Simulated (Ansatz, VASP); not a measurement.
# GaP in two plane-wave programs, part 4 of 4

Wanted: the spread between two codes on one cell, functional and k mesh. The cell is taken from a series of runs on this material, whose earlier steps may have relaxed, scaled, displaced or heated it; both programs get it as it stands.

VASP 6.6.1 and Ansatz 0.2.0.

So far, gap on the k-mesh: step 4 (side by side) 1.83; step 7 (cell volume +0.3 %) 1.79.

## Step 9: Ansatz: single point, r2SCAN, spin-orbit coupling, pair 3

Level of this step: Ansatz beside VASP: Kohn-Sham DFT, plane waves, r2SCAN, spin-orbit coupling (Ansatz).

The same cell, functional, mesh and smearing now go to Ansatz, which takes its cutoff from its data sets.

The cell is taken from a series of runs on this material, whose earlier steps may have relaxed, scaled, displaced or heated it; both programs get it as it stands.

The input, input.yaml:

```yaml
crystal:
  lattice:
    - [0.0208840135, 2.7457508532, 2.7088979277]
    - [2.7457508532, 0.0208840135, 2.7088979277]
    - [2.7666348666, 2.7666348666, -1.0e-10]
  atoms:
    - { symbol: Ga, position: [-0.0009897412, -0.0009897412, 0.0009897412] }
    - { symbol: P, position: [0.7509897412, 0.7509897412, 0.7490102588] }
kpoints:
  mp_grid: { grid: [8, 8, 8] }
hamiltonian:
  xc: r2scan
  pseudopotentials: { kind: paw_fr, azcp: { folder: soft_1 } }
scf:
  occupations: { method: gaussian, width: 0.01 }
  n_extra_bands: 16
output:
  eigenvalues: true
  eigenstates:
    kpoints:
      - [-7.3815e-05, 0.429423386, 0.429349571]
      - [-4.7225e-05, 0.432919384, 0.432872159]
      - [0.003422183, 0.429449976, 0.432872159]
      - [0.003375261, 0.432872462, 0.429349571]
      - [0.002417031, 0.431914232, 0.434331264]
      - [-0.002527057, 0.431876628, 0.429349571]
      - [0.002383852, 0.434334295, 0.431840417]
      - [-0.002493878, 0.429456565, 0.431840417]
      - [0.004837094, 0.431881053, 0.431840417]
      - [-4.0636e-05, 0.427003323, 0.431840417]
      - [0.003951277, 0.433448478, 0.433417106]
      - [-3.1373e-05, 0.429465829, 0.433417106]
      - [-8.5554e-05, 0.433417774, 0.429349571]
      - [0.003920573, 0.429411647, 0.429349571]
      - [-0.000100406, 0.425927387, 0.425826982]
      - [-0.003569814, 0.429396795, 0.425826982]
      - [-0.003522891, 0.42597431, 0.429349571]
      - [-0.002564662, 0.426932539, 0.424367877]
      - [0.002379427, 0.426970144, 0.429349571]
      - [-0.002531482, 0.424512476, 0.426858724]
      - [0.002346248, 0.429390206, 0.426858724]
      - [-0.004984725, 0.426965719, 0.426858724]
      - [-0.000106995, 0.431843449, 0.426858724]
      - [-0.004098908, 0.425398293, 0.425282035]
      - [-0.000116258, 0.429380943, 0.425282035]
      - [-6.2076e-05, 0.425428997, 0.429349571]
      - [-0.004068204, 0.429435125, 0.429349571]
      - [2.5899e-05, 0.44253338, 0.442559279]
      - [0.013036179, 0.4295231, 0.442559279]
      - [0.01286022, 0.442357421, 0.429349571]
      - [0.009266859, 0.43876406, 0.448030919]
      - [-0.009273473, 0.438623044, 0.429349571]
      - [0.009142437, 0.447839296, 0.438690245]
      - [-0.009149051, 0.429547808, 0.438690245]
      - [0.018342095, 0.438639638, 0.438690245]
      - [5.0607e-05, 0.42034815, 0.438690245]
      - [0.015020282, 0.444517483, 0.444602828]
      - [8.5345e-05, 0.429582546, 0.444602828]
      - [-0.000117836, 0.444402343, 0.429349571]
      - [0.014905142, 0.429379365, 0.429349571]
      - [-0.000173529, 0.416313391, 0.416139862]
      - [-0.01318381, 0.429323672, 0.416139862]
      - [-0.01300785, 0.416489351, 0.429349571]
      - [-0.00941449, 0.420082711, 0.410668222]
      - [0.009125843, 0.420223728, 0.429349571]
      - [-0.009290067, 0.411007476, 0.420008896]
      - [0.00900142, 0.429298963, 0.420008896]
      - [-0.018489725, 0.420207134, 0.420008896]
      - [-0.000198238, 0.438498621, 0.420008896]
      - [-0.015167913, 0.414329289, 0.414096313]
      - [-0.000232975, 0.429264226, 0.414096313]
      - [-2.9795e-05, 0.414444428, 0.429349571]
      - [-0.015052773, 0.429467406, 0.429349571]
      - [0.431044493, 0.431044493, 0.0]
      - [0.431071083, 0.434540492, 0.003522589]
      - [0.434540492, 0.431071083, 0.003522589]
      - [0.434493569, 0.434493569, 0.0]
      - [0.43353534, 0.43353534, 0.004981693]
      - [0.428591251, 0.433497735, 0.0]
      - [0.43350216, 0.435955402, 0.002490847]
      - [0.42862443, 0.431077672, 0.002490847]
      - [0.435955402, 0.43350216, 0.002490847]
      - [0.431077672, 0.42862443, 0.002490847]
      - [0.435069586, 0.435069586, 0.004067535]
      - [0.431086936, 0.431086936, 0.004067535]
      - [0.431032754, 0.435038882, 0.0]
      - [0.435038882, 0.431032754, 0.0]
      - [0.431017903, 0.427548494, -0.003522589]
      - [0.427548494, 0.431017903, -0.003522589]
      - [0.427595417, 0.427595417, 0.0]
      - [0.428553647, 0.428553647, -0.004981693]
      - [0.433497735, 0.428591251, 0.0]
      - [0.428586826, 0.426133584, -0.002490847]
      - [0.433464556, 0.431011314, -0.002490847]
      - [0.426133584, 0.428586826, -0.002490847]
      - [0.431011314, 0.433464556, -0.002490847]
      - [0.4270194, 0.4270194, -0.004067535]
      - [0.43100205, 0.43100205, -0.004067535]
      - [0.431056232, 0.427050104, 0.0]
      - [0.427050104, 0.431056232, 0.0]
      - [0.431144207, 0.444154488, 0.013209708]
      - [0.444154488, 0.431144207, 0.013209708]
      - [0.443978528, 0.443978528, 0.0]
      - [0.440385167, 0.440385167, 0.018681349]
      - [0.421844835, 0.440244151, 0.0]
      - [0.440260745, 0.449460403, 0.009340674]
      - [0.421969258, 0.431168915, 0.009340674]
      - [0.449460403, 0.440260745, 0.009340674]
      - [0.431168915, 0.421969258, 0.009340674]
      - [0.44613859, 0.44613859, 0.015253257]
      - [0.431203653, 0.431203653, 0.015253257]
      - [0.431000472, 0.446023451, 0.0]
      - [0.446023451, 0.431000472, 0.0]
      - [0.430944779, 0.417934498, -0.013209708]
[... 10 lines left out ...]
      - [0.430885333, 0.430885333, -0.015253257]
      - [0.431088514, 0.416065535, 0.0]
      - [0.416065535, 0.431088514, 0.0]
      - [0.0, 0.5, 0.0]
      - [2.659e-05, 0.503495999, 0.003522589]
      - [0.003495999, 0.50002659, 0.003522589]
      - [0.003449076, 0.503449076, 0.0]
      - [0.002490847, 0.502490847, 0.004981693]
      - [-0.002453242, 0.502453242, 0.0]
      - [0.002457667, 0.504910909, 0.002490847]
      - [-0.002420063, 0.500033179, 0.002490847]
      - [0.004910909, 0.502457667, 0.002490847]
      - [3.3179e-05, 0.497579937, 0.002490847]
      - [0.004025093, 0.504025093, 0.004067535]
      - [4.2443e-05, 0.500042443, 0.004067535]
      - [-1.1739e-05, 0.503994389, 0.0]
      - [0.003994389, 0.499988261, 0.0]
      - [-2.659e-05, 0.496504001, -0.003522589]
      - [-0.003495999, 0.49997341, -0.003522589]
      - [-0.003449076, 0.496550924, 0.0]
      - [-0.002490847, 0.497509153, -0.004981693]
      - [0.002453242, 0.497546758, 0.0]
      - [-0.002457667, 0.495089091, -0.002490847]
      - [0.002420063, 0.499966821, -0.002490847]
      - [-0.004910909, 0.497542333, -0.002490847]
      - [-3.3179e-05, 0.502420063, -0.002490847]
      - [-0.004025093, 0.495974907, -0.004067535]
      - [-4.2443e-05, 0.499957557, -0.004067535]
      - [1.1739e-05, 0.496005611, 0.0]
      - [-0.003994389, 0.500011739, 0.0]
      - [9.9714e-05, 0.513109995, 0.013209708]
      - [0.013109995, 0.500099714, 0.013209708]
      - [0.012934035, 0.512934035, 0.0]
      - [0.009340674, 0.509340674, 0.018681349]
      - [-0.009199658, 0.509199658, 0.0]
      - [0.009216252, 0.51841591, 0.009340674]
      - [-0.009075235, 0.500124422, 0.009340674]
      - [0.01841591, 0.509216252, 0.009340674]
      - [0.000124422, 0.490924765, 0.009340674]
      - [0.015094097, 0.515094097, 0.015253257]
      - [0.00015916, 0.50015916, 0.015253257]
      - [-4.4021e-05, 0.514978958, 0.0]
      - [0.014978958, 0.499955979, 0.0]
      - [-9.9714e-05, 0.486890005, -0.013209708]
      - [-0.013109995, 0.499900286, -0.013209708]
      - [-0.012934035, 0.487065965, 0.0]
      - [-0.009340674, 0.490659326, -0.018681349]
      - [0.009199658, 0.490800342, 0.0]
      - [-0.009216252, 0.48158409, -0.009340674]
      - [0.009075235, 0.499875578, -0.009340674]
      - [-0.01841591, 0.490783748, -0.009340674]
      - [-0.000124422, 0.509075235, -0.009340674]
      - [-0.015094097, 0.484905903, -0.015253257]
      - [-0.00015916, 0.49984084, -0.015253257]
      - [4.4021e-05, 0.485021042, 0.0]
      - [-0.014978958, 0.500044021, 0.0]
      - [0.0, 0.0, 0.5]
      - [2.659e-05, 0.003495999, 0.503522589]
      - [0.003495999, 2.659e-05, 0.503522589]
      - [0.003449076, 0.003449076, 0.5]
      - [0.002490847, 0.002490847, 0.504981693]
      - [-0.002453242, 0.002453242, 0.5]
      - [0.002457667, 0.004910909, 0.502490847]
      - [-0.002420063, 3.3179e-05, 0.502490847]
      - [0.004910909, 0.002457667, 0.502490847]
      - [3.3179e-05, -0.002420063, 0.502490847]
      - [0.004025093, 0.004025093, 0.504067535]
      - [4.2443e-05, 4.2443e-05, 0.504067535]
      - [-1.1739e-05, 0.003994389, 0.5]
      - [0.003994389, -1.1739e-05, 0.5]
      - [-2.659e-05, -0.003495999, 0.496477411]
      - [-0.003495999, -2.659e-05, 0.496477411]
      - [-0.003449076, -0.003449076, 0.5]
      - [-0.002490847, -0.002490847, 0.495018307]
      - [0.002453242, -0.002453242, 0.5]
      - [-0.002457667, -0.004910909, 0.497509153]
      - [0.002420063, -3.3179e-05, 0.497509153]
      - [-0.004910909, -0.002457667, 0.497509153]
      - [-3.3179e-05, 0.002420063, 0.497509153]
      - [-0.004025093, -0.004025093, 0.495932465]
      - [-4.2443e-05, -4.2443e-05, 0.495932465]
      - [1.1739e-05, -0.003994389, 0.5]
      - [-0.003994389, 1.1739e-05, 0.5]
      - [9.9714e-05, 0.013109995, 0.513209708]
      - [0.013109995, 9.9714e-05, 0.513209708]
      - [0.012934035, 0.012934035, 0.5]
      - [0.009340674, 0.009340674, 0.518681349]
      - [-0.009199658, 0.009199658, 0.5]
      - [0.009216252, 0.01841591, 0.509340674]
      - [-0.009075235, 0.000124422, 0.509340674]
      - [0.01841591, 0.009216252, 0.509340674]
      - [0.000124422, -0.009075235, 0.509340674]
      - [0.015094097, 0.015094097, 0.515253257]
      - [0.00015916, 0.00015916, 0.515253257]
      - [-4.4021e-05, 0.014978958, 0.5]
      - [0.014978958, -4.4021e-05, 0.5]
      - [-9.9714e-05, -0.013109995, 0.486790292]
      - [-0.013109995, -9.9714e-05, 0.486790292]
      - [-0.012934035, -0.012934035, 0.5]
      - [-0.009340674, -0.009340674, 0.481318651]
      - [0.009199658, -0.009199658, 0.5]
      - [-0.009216252, -0.01841591, 0.490659326]
      - [0.009075235, -0.000124422, 0.490659326]
      - [-0.01841591, -0.009216252, 0.490659326]
      - [-0.000124422, 0.009075235, 0.490659326]
      - [-0.015094097, -0.015094097, 0.484746743]
      - [-0.00015916, -0.00015916, 0.484746743]
      - [4.4021e-05, -0.014978958, 0.5]
      - [-0.014978958, 4.4021e-05, 0.5]
      - [0.0, 0.0, 0.0]
      - [2.659e-05, 0.003495999, 0.003522589]
      - [0.003495999, 2.659e-05, 0.003522589]
      - [0.003449076, 0.003449076, 0.0]
      - [0.002490847, 0.002490847, 0.004981693]
      - [-0.002453242, 0.002453242, 0.0]
      - [0.002457667, 0.004910909, 0.002490847]
      - [-0.002420063, 3.3179e-05, 0.002490847]
      - [0.004910909, 0.002457667, 0.002490847]
      - [3.3179e-05, -0.002420063, 0.002490847]
      - [0.004025093, 0.004025093, 0.004067535]
      - [4.2443e-05, 4.2443e-05, 0.004067535]
      - [-1.1739e-05, 0.003994389, 0.0]
      - [0.003994389, -1.1739e-05, 0.0]
      - [-2.659e-05, -0.003495999, -0.003522589]
      - [-0.003495999, -2.659e-05, -0.003522589]
      - [-0.003449076, -0.003449076, 0.0]
      - [-0.002490847, -0.002490847, -0.004981693]
      - [0.002453242, -0.002453242, 0.0]
      - [-0.002457667, -0.004910909, -0.002490847]
      - [0.002420063, -3.3179e-05, -0.002490847]
      - [-0.004910909, -0.002457667, -0.002490847]
      - [-3.3179e-05, 0.002420063, -0.002490847]
      - [-0.004025093, -0.004025093, -0.004067535]
      - [-4.2443e-05, -4.2443e-05, -0.004067535]
      - [1.1739e-05, -0.003994389, 0.0]
      - [-0.003994389, 1.1739e-05, 0.0]
      - [9.9714e-05, 0.013109995, 0.013209708]
      - [0.013109995, 9.9714e-05, 0.013209708]
      - [0.012934035, 0.012934035, 0.0]
      - [0.009340674, 0.009340674, 0.018681349]
      - [-0.009199658, 0.009199658, 0.0]
      - [0.009216252, 0.01841591, 0.009340674]
      - [-0.009075235, 0.000124422, 0.009340674]
      - [0.01841591, 0.009216252, 0.009340674]
      - [0.000124422, -0.009075235, 0.009340674]
      - [0.015094097, 0.015094097, 0.015253257]
      - [0.00015916, 0.00015916, 0.015253257]
      - [-4.4021e-05, 0.014978958, 0.0]
      - [0.014978958, -4.4021e-05, 0.0]
      - [-9.9714e-05, -0.013109995, -0.013209708]
      - [-0.013109995, -9.9714e-05, -0.013209708]
      - [-0.012934035, -0.012934035, 0.0]
      - [-0.009340674, -0.009340674, -0.018681349]
      - [0.009199658, -0.009199658, 0.0]
      - [-0.009216252, -0.01841591, -0.009340674]
      - [0.009075235, -0.000124422, -0.009340674]
      - [-0.01841591, -0.009216252, -0.009340674]
      - [-0.000124422, 0.009075235, -0.009340674]
      - [-0.015094097, -0.015094097, -0.015253257]
      - [-0.00015916, -0.00015916, -0.015253257]
      - [4.4021e-05, -0.014978958, 0.0]
      - [-0.014978958, 4.4021e-05, 0.0]
      - [0.0, 0.0, 0.0]
      - [2.659e-05, 0.003495999, 0.003522589]
      - [0.003495999, 2.659e-05, 0.003522589]
      - [0.003449076, 0.003449076, 0.0]
      - [0.002490847, 0.002490847, 0.004981693]
      - [-0.002453242, 0.002453242, 0.0]
      - [0.002457667, 0.004910909, 0.002490847]
      - [-0.002420063, 3.3179e-05, 0.002490847]
      - [0.004910909, 0.002457667, 0.002490847]
      - [3.3179e-05, -0.002420063, 0.002490847]
      - [0.004025093, 0.004025093, 0.004067535]
      - [4.2443e-05, 4.2443e-05, 0.004067535]
      - [-1.1739e-05, 0.003994389, 0.0]
      - [0.003994389, -1.1739e-05, 0.0]
      - [-2.659e-05, -0.003495999, -0.003522589]
      - [-0.003495999, -2.659e-05, -0.003522589]
      - [-0.003449076, -0.003449076, 0.0]
      - [-0.002490847, -0.002490847, -0.004981693]
      - [0.002453242, -0.002453242, 0.0]
      - [-0.002457667, -0.004910909, -0.002490847]
      - [0.002420063, -3.3179e-05, -0.002490847]
      - [-0.004910909, -0.002457667, -0.002490847]
      - [-3.3179e-05, 0.002420063, -0.002490847]
      - [-0.004025093, -0.004025093, -0.004067535]
      - [-4.2443e-05, -4.2443e-05, -0.004067535]
      - [1.1739e-05, -0.003994389, 0.0]
      - [-0.003994389, 1.1739e-05, 0.0]
      - [9.9714e-05, 0.013109995, 0.013209708]
      - [0.013109995, 9.9714e-05, 0.013209708]
      - [0.012934035, 0.012934035, 0.0]
      - [0.009340674, 0.009340674, 0.018681349]
      - [-0.009199658, 0.009199658, 0.0]
      - [0.009216252, 0.01841591, 0.009340674]
      - [-0.009075235, 0.000124422, 0.009340674]
      - [0.01841591, 0.009216252, 0.009340674]
      - [0.000124422, -0.009075235, 0.009340674]
      - [0.015094097, 0.015094097, 0.015253257]
      - [0.00015916, 0.00015916, 0.015253257]
      - [-4.4021e-05, 0.014978958, 0.0]
      - [0.014978958, -4.4021e-05, 0.0]
      - [-9.9714e-05, -0.013109995, -0.013209708]
      - [-0.013109995, -9.9714e-05, -0.013209708]
      - [-0.012934035, -0.012934035, 0.0]
      - [-0.009340674, -0.009340674, -0.018681349]
      - [0.009199658, -0.009199658, 0.0]
      - [-0.009216252, -0.01841591, -0.009340674]
      - [0.009075235, -0.000124422, -0.009340674]
      - [-0.01841591, -0.009216252, -0.009340674]
      - [-0.000124422, 0.009075235, -0.009340674]
      - [-0.015094097, -0.015094097, -0.015253257]
      - [-0.00015916, -0.00015916, -0.015253257]
      - [4.4021e-05, -0.014978958, 0.0]
      - [-0.014978958, 4.4021e-05, 0.0]
magnetization:
  noncollinear: true
  spin_orbit: true
checkpoint:
  read: start.run
  write: ck
  compress: false
  write_wavefunctions: false
  write_every: 100000
```

Run with:

```
$ ansatz run input.yaml --threads 4 --pin off --max-ram 9216MiB --backend cpu --events-out ev --progress --plain --runs-dir out
```

Numbers of over 12 decimals in the logs are rounded to 6 here.

The program printed:

```text
[...]
Crystal: 2 atoms, lattice volume = 40.843 Å³
Basis set: ecut = 500 eV, 1013 PW (Γ), exchange–correlation on 120×120×120 points (64 copies of the dense FFT grid, shifted against one another)
Bands: 34, of which v1, the nominal top of the filled ones, is band 18 counted from 1 (17 counted from 0)
Symmetry: 4 space group operations + 4 with time reversal
[...]
k-point 0: bands = [... 14 lower, 6.7960, 6.7960, 6.8400, 6.8400, 9.0473, 9.0473, 10.8170, 10.8170, ... 12 higher]
  k-point 1: bands = [... 14 lower, 6.5314, 6.5316, 6.5870, 6.5906, 9.6597, 9.6605, 11.2040, 11.2499, ... 12 higher]
  k-point 2: bands = [... 14 lower, 6.0856, 6.0859, 6.1525, 6.1567, 9.3534, 9.3534, 11.7919, 11.8000, ... 12 higher]
  k-point 94: bands = [... 14 lower, 3.8453, 3.8453, 4.0294, 4.0294, 8.5615, 8.5615, 8.8578, 8.8578, ... 12 higher]
[key lines of the parts left out:]
SCF converged after 3 iterations
Magnetization: |M| = 0.0000 μB,  M = (+0.0000, +0.0000, +0.0000) μB
Free energy (F): -4547.770958 eV
Fermi energy:    7.700739 eV
```

For the gap on the k-mesh, step 4 gave 1.83; this run, with cell volume +0.6 %, gives 1.72.

## Step 10: Side by side

Both answers:

| quantity | Ansatz | VASP | difference |
| --- | --- | --- | --- |
| gap on the k mesh (eV) | 1.721 | 1.726 | -0.004 |

A gap on the mesh is an upper bound, since the band edges may lie between its points.

## Step 11: Summary of results

```json
{
 "difference in gap on the k mesh (single point, r2SCAN, spin-orbit coupling, pair 1)": "-0.0058 eV",
 "difference in gap on the k mesh (single point, r2SCAN, spin-orbit coupling, pair 2)": "-0.0043 eV",
 "difference in gap on the k mesh (single point, r2SCAN, spin-orbit coupling, pair 3)": "-0.0043 eV"
}
```

In words: The difference in gap on the k mesh is -0.0058 eV (single point, r2SCAN, spin-orbit coupling, pair 1), within the 0.08 eV picked in this series as the mark of a large difference. 1 further run of this series is not shown here. Such differences can come from data sets, numerical settings and the points named under the comparisons, not from the functional's error against experiment.

[Lines on the potential files, build, host, timing and source positions are cut from VASP's logs without a mark.]

[Logs are printed without paths, hosts, clocks, repeated set-up lines and the standing remarks that a program may print on its own settings, such as how far it seeks lower states.]

[Hosts, paths, dates, database ids (printed as entryN), source tags and the programs' standing remarks are cut or masked in the printed files.]
